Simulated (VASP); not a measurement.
# Sc (Fd-3m) in VASP: a series of runs, part 2 of 2

VASP 6.6.1.

**4. Single point, PBEsol**

This run uses another cell than the first one, of 27.50 Å³/atom, 0.880 times its volume.

INCAR

```
SYSTEM = Sc
  PREC = Accurate
  ENCUT = 520
  EDIFF = 1E-7
  ISMEAR = -1
  SIGMA = 0.1
  LREAL = .False.
  LASPH = .True.
  NELM = 100
  ALGO = Fast
  ISIF = 2
  LWAVE = .False.
  LCHARG = .True.
  GGA = PS
  LELF = .True.
  LVHAR = .True.
  NBANDS = 18
```

KPOINTS

```
Automatic mesh
0
Gamma
  10 10 10
  0 0 0
```

POSCAR

```
Sc
1.0
    0.0000000000      3.0184218614      3.0184218614
    3.0184218614      0.0000000000      3.0184218614
    3.0184218614      3.0184218614      0.0000000000
Sc
2
Direct
    0.1250000000      0.1250000000      0.1250000000
    0.8750000000      0.8750000000      0.8750000000
```

Potentials or basis: VASP PAW PBE potentials, release 64 (Sc_sv).

Run with:

```bash
$ cat potpaw_PBE.64/Sc_sv/POTCAR > POTCAR
$ mpirun -np 1 vasp_std > vasp.out
```

OUTCAR:

```text
SYSTEM = Sc
   PREC = Accurate
   ENCUT = 520
   EDIFF = 1E-7
   ISMEAR = -1
   LREAL = .False.
   LASPH = .True.
   NELM = 100
   ISIF = 2
   GGA = PS

 ion  position               nearest neighbor table
   1  0.125  0.125  0.125-   2 2.61   2 2.61   2 2.61   2 2.61
   2  0.875  0.875  0.875-   1 2.61   1 2.61   1 2.61   1 2.61

  LATTYP: Found a face centered cubic cell.
 ALAT       =     6.0368437228

  Lattice vectors:

 A1 = (   0.0000000000,   3.0184218614,   3.0184218614)
 A2 = (   3.0184218614,   0.0000000000,   3.0184218614)
 A3 = (   3.0184218614,   3.0184218614,   0.0000000000)

Analysis of symmetry for initial positions (statically):
=====================================================================
 Subroutine PRICEL returns:
 Original cell was already a primitive cell.

 Routine SETGRP: Setting up the symmetry group for a
 face centered cubic supercell.

 Subroutine GETGRP returns: Found 48 space group operations
 (whereof 12 operations were pure point group operations)
 out of a pool of 48 trial point group operations.

The static configuration has the point symmetry D_3d.
 The point group associated with its full space group is O_h .

Analysis of symmetry for dynamics (positions and initial velocities):
=====================================================================
 Subroutine PRICEL returns:
 Original cell was already a primitive cell.

 Routine SETGRP: Setting up the symmetry group for a
 face centered cubic supercell.

 Subroutine GETGRP returns: Found 48 space group operations
 (whereof 12 operations were pure point group operations)
 out of a pool of 48 trial point group operations.

The dynamic configuration has the point symmetry D_3d.
 The point group associated with its full space group is O_h .

 Subroutine INISYM returns: Found 48 space group operations
 (whereof 12 operations are pure point group operations),
 and found     1 'primitive' translations

----------------------------------------------------------------------------------------

                                     Primitive cell

  volume of cell :      55.0009

  direct lattice vectors                    reciprocal lattice vectors
     0.000000000  3.018421861  3.018421861    -0.165649476  0.165649476  0.165649476
     3.018421861  0.000000000  3.018421861     0.165649476 -0.165649476  0.165649476
     3.018421861  3.018421861  0.000000000     0.165649476  0.165649476 -0.165649476

  length of vectors
     4.268693133  4.268693133  4.268693133     0.286913309  0.286913309  0.286913309

  position of ions in fractional coordinates (direct lattice)
     0.125000000  0.125000000  0.125000000
     0.875000000  0.875000000  0.875000000

  ion indices of the primitive-cell ions
   primitive index   ion index
                 1           1
                 2           2

----------------------------------------------------------------------------------------

 KPOINTS: Automatic mesh

Automatic generation of k-mesh.
 Grid dimensions read from file:
 generate k-points for:   10   10   10

 Generating k-lattice:

  Cartesian coordinates                     Fractional coordinates (reciprocal lattice)
    -0.016564948  0.016564948  0.016564948     0.100000000  0.000000000  0.000000000
     0.016564948 -0.016564948  0.016564948     0.000000000  0.100000000  0.000000000
     0.016564948  0.016564948 -0.016564948     0.000000000  0.000000000  0.100000000

  Length of vectors
     0.028691331  0.028691331  0.028691331

  Shift w.r.t. Gamma in fractional coordinates (k-lattice)
     0.000000000  0.000000000  0.000000000

 Subroutine IBZKPT returns following result:
 ===========================================

 Found     47 irreducible k-points:

 Following reciprocal coordinates:
            Coordinates               Weight
  0.000000  0.000000  0.000000      1.000000
  0.100000  0.000000  0.000000      8.000000
  0.200000  0.000000  0.000000      8.000000
  0.300000  0.000000  0.000000      8.000000
  0.400000  0.000000  0.000000      8.000000
  0.500000  0.000000  0.000000      4.000000
[... 16 lines left out ...]
  0.300000  0.300000  0.000000      6.000000
  0.400000  0.300000  0.000000     24.000000
 [... further k-points ...]
   k-points           NKPTS =     47   k-points in BZ     NKDIM =     47   number of bands    NBANDS=     18
   number of dos      NEDOS =    301   number of ions     NIONS =      2
   total plane-waves  NPLWV =  32768
   dimension x,y,z NGX =    32 NGY =   32 NGZ =   32
   dimension x,y,z NGXF=    64 NGYF=   64 NGZF=   64
   ions per type =               2
   NGX,Y,Z   is equivalent  to a cutoff of  12.46, 12.46, 12.46 a.u.
   NGXF,Y,Z  is equivalent  to a cutoff of  24.93, 24.93, 24.93 a.u.
 SYSTEM =  Sc
   PREC   = accura    normal or accurate (medium, high low for compatibility)
   ISTART =      0    job   : 0-new  1-cont  2-samecut
   ICHARG =      2    charge: 1-file 2-atom 10-const
   ISPIN  =      1    spin polarized calculation?
   LNONCOLLINEAR =      F non collinear calculations
   LSORBIT =      F    spin-orbit coupling
   LASPH  =      T    aspherical Exc in radial PAW
   ENCUT  =  520.0 eV  38.22 Ry    6.18 a.u.   7.94  7.94  7.94*2*pi/ulx,y,z
   NELM   =    100;   NELMIN=  2; NELMDL= -5     # of ELM steps
   EDIFF  = 0.1E-06   stopping-criterion for ELM
   LREAL  =      F    real-space projection
   EDIFFG = 0.1E-05   stopping-criterion for IOM
   NSW    =      0    number of steps for IOM
   IBRION =     -1    ionic relax: 0-MD 1-quasi-New 2-CG
   NFREE  =      0    steps in history (QN), initial steepest desc. (CG)
   ISIF   =      2    stress and relaxation
   ISYM   =      2    0-nonsym 1-usesym 2-fastsym
   POTIM  = 0.5000    time-step for ionic-motion
   TEBEG  =    0.0;   TEEND  =   0.0 temperature during run
   PSTRESS=    0.0 pullay stress
   NELECT =      22.0000    total number of electrons
   NUPDOWN=      -1.0000    fix difference up-down
   EMIN   =  10.00;   EMAX   =-10.00  energy-range for DOS
   EFERMI =   0.00;   METHOD = LEGACY
   ISMEAR =    -1;   SIGMA  =   0.10  broadening in eV -4-tet -1-fermi 0-gaus
   EFERMI_NEDOS =   21; number of points for ismear=-14 and -15
   IALGO  =     68    algorithm
   IMIX   =      4    mixing-type and parameters
     AMIX     =   0.40;   BMIX     =  1.00
     AMIX_MAG =   1.60;   BMIX_MAG =  1.00
  volume/ion in A,a.u.               =      27.50       185.58
  Fermi-wavevector in a.u.,A,eV,Ry     =   1.206218  2.279421 19.795956  1.454962
  Thomas-Fermi vector in A             =   2.341892
   LORBIT       =      0    0 simple, 1 ext, 2 COOP (PROOUT), +10 PAW based schemes
   GGA     = PS    functional components
   LHFCALC =     F    Hartree Fock is set to
   AEXX    =    0.0000 exact exchange contribution
   IVDW    =     0    specifies the selected vdW correction
   LEPSILON=     F    determine dielectric tensor
   LRPA    =     F    only Hartree local field effects (RPA)
 non-spin polarized calculation
 RMM-DIIS sequential band-by-band and
  energy-cutoff  :      520.00
  volume of cell :       55.00
 maximum number of plane-waves:      1494
   NGX = 15   NGY = 15   NGZ = 15

 number of electron      21.9999999 magnetization

 Free energy of the ion-electron system (eV)
  ---------------------------------------------------
  ext. energy  EPLUGINS =         0.00000000
  ---------------------------------------------------
  free energy    TOTEN  =        -9.18972840 eV

  energy without entropy =       -9.04770027  energy(sigma->0) =       -9.11871434

 E-fermi :   2.7331     XC(G=0):  -9.3459

 val. band max:        2.7274569052   @ k =   0.4000   0.2000   0.0000
 cond. band min:       2.7343617463   @ k =  -0.2000   0.3000   0.1000
 fundamental gap:      0.0069048411
 Fermi energy:         2.7331409299

 k-point     1 :       0.0000    0.0000    0.0000
  band No.  band energies     occupation
      1     -46.7582      2.00000
      2     -46.2843      2.00000
      3     -25.6904      2.00000
      4     -25.6904      2.00000
      5     -25.6904      2.00000
      6     -24.9852      2.00000
[... 10 lines left out ...]
     17       4.7251      0.00000
     18       7.0990      0.00000
[... 463 lines left out ...]
 k-point    24 :       0.4000    0.3000    0.0000
  band No.  band energies     occupation
      1     -46.6280      2.00000
      2     -46.4180      2.00000
      3     -25.8410      2.00000
      4     -25.8332      2.00000
      5     -25.5093      2.00000
      6     -25.1835      2.00000
[... 10 lines left out ...]
     17       5.4386      0.00000
     18       5.9077      0.00000

 [... further k-points ...]

------------------------ aborting loop because EDIFF is reached ----------------------------------------

  FORCE on cell =-STRESS in cart. coord.  units (eV):
  Direction    XX          YY          ZZ          XY          YZ          ZX
  --------------------------------------------------------------------------------------
  -------------------------------------------------------------------------------------
  Total        0.6274133      0.6274133      0.6274133     -0.0000000     -0.0000000      0.0000000
  in kB       18.2765629     18.2765629     18.2765629     -0.0000000     -0.0000000      0.0000000
  external PRESSURE =      18.2765629 kB  Pullay stress =       0.0000000 kB

 VOLUME and BASIS-vectors are now :
 -----------------------------------------------------------------------------
  energy-cutoff  :      520.00
  volume of cell :       55.00
      direct lattice vectors                 reciprocal lattice vectors
     0.000000000  3.018421861  3.018421861    -0.165649476  0.165649476  0.165649476
     3.018421861  0.000000000  3.018421861     0.165649476 -0.165649476  0.165649476
     3.018421861  3.018421861  0.000000000     0.165649476  0.165649476 -0.165649476

 POSITION                                       TOTAL-FORCE (eV/Angst)
 -----------------------------------------------------------------------------------
      0.75461      0.75461      0.75461        -0.000000     -0.000000     -0.000000
      5.28224      5.28224      5.28224         0.000000      0.000000      0.000000
 -----------------------------------------------------------------------------------
    total drift:                                0.000000      0.000000     -0.000000

  FREE ENERGIE OF THE ION-ELECTRON SYSTEM (eV)
  ---------------------------------------------------
  free  energy   TOTEN  =        -9.1897284015 eV

  energy  without entropy=       -9.0477002733  energy(sigma->0) =       -9.11871434
```

OSZICAR:

```text
N       E                     dE             d eps       ncg     rms          rms(c)
DAV:   1     0.368811598945E+03    0.36881E+03   -0.10911E+04  1692   0.127E+03
DAV:   2     0.979636530987E+01   -0.35902E+03   -0.35298E+03  2084   0.534E+02
DAV:   3    -0.970779325710E+01   -0.19504E+02   -0.18919E+02  2712   0.159E+02
DAV:   4    -0.101343938487E+02   -0.42660E+00   -0.42227E+00  2554   0.220E+01
DAV:   5    -0.101417694151E+02   -0.73756E-02   -0.73501E-02  2776   0.279E+00    0.747E+00
RMM:   6    -0.913769756722E+01    0.10041E+01   -0.15747E+00  1788   0.156E+01    0.184E+00
RMM:   7    -0.921060759149E+01   -0.72910E-01   -0.22350E+00  2242   0.871E+00    0.105E+00
RMM:   8    -0.918811391126E+01    0.22494E-01   -0.14250E-01  2130   0.357E+00    0.772E-01
RMM:   9    -0.918930162667E+01   -0.11877E-02   -0.74222E-02  2267   0.210E+00    0.269E-01
RMM:  10    -0.918957443569E+01   -0.27281E-03   -0.10675E-02  2410   0.731E-01    0.524E-02
RMM:  11    -0.918977313571E+01   -0.19870E-03   -0.27091E-03  2566   0.270E-01    0.495E-02
RMM:  12    -0.918989134230E+01   -0.11821E-03   -0.17046E-03  2322   0.294E-01    0.562E-02
RMM:  13    -0.918971420594E+01    0.17714E-03   -0.43272E-04  2474   0.149E-01    0.118E-02
RMM:  14    -0.918972613239E+01   -0.11926E-04   -0.16449E-04  2573   0.539E-02    0.221E-03
RMM:  15    -0.918972817752E+01   -0.20451E-05   -0.23314E-05  2422   0.227E-02    0.174E-03
RMM:  16    -0.918972834184E+01   -0.16432E-06   -0.54785E-06  2100   0.112E-02    0.714E-04
RMM:  17    -0.918972843129E+01   -0.89446E-07   -0.14246E-06  1967   0.553E-03    0.489E-04
RMM:  18    -0.918972840151E+01    0.29778E-07   -0.33924E-07  1737   0.390E-03
   1 F= -.91897284E+01 E0= -.91187143E+01  d E =-.142028E+00
```

stdout:

```text
POSCAR found type information on POSCAR Sc
 POSCAR found :  1 types and       2 ions
 scaLAPACK will be used
 -----------------------------------------------------------------------------
|                                                                             |
|                                                                             |
|     You enforced a specific xc type in the INCAR file but a different       |
|     I HOPE YOU KNOW WHAT YOU ARE DOING!                                     |
|                                                                             |
 -----------------------------------------------------------------------------

 LDA part: xc-table for (Slater+PW92), standard interpolation
 POSCAR, INCAR and KPOINTS ok, starting setup
 FFT: planning ... GRIDC
 FFT: planning ... GRID_SOFT
 FFT: planning ... GRID
 WAVECAR not read
 entering main loop
```

Wall time 48 s (1 thread of Intel Xeon Platinum 8488C (Sapphire Rapids), shared host); peak memory 0.19 GiB.

Results:

* Free energy: -9.1897 eV
* Pressure: 1.8 GPa
* Band gap on the k mesh: none (metal or under the smearing width)

Caveat: the PAW data sets were made with another functional, which shifts forces and pressure a little.

**5. Summary**

```tsv
cell	k mesh	gap on the mesh (eV)	pressure (GPa)
Fd-3m, 31.25 Å³/atom	14 × 14 × 14	none	0.0
Fd-3m, 28.75 Å³/atom	10 × 10 × 10	none	1.2
Fd-3m, 27.5 Å³/atom	10 × 10 × 10	none	1.8
```

Alike in all rows: task single point; level PBEsol; potentials or basis VASP PAW PBE potentials, release 64 (Sc_sv); no spin polarisation; cutoff (eV) 520; smearing fermi-dirac 0.1 eV.

Every run on the cell as given and a fine mesh finds a metal.

Caveats: the PAW data sets were made with another functional, which shifts forces and pressure a little.

Total energies depend on the potentials used, so only differences within one code and one set of settings carry meaning.
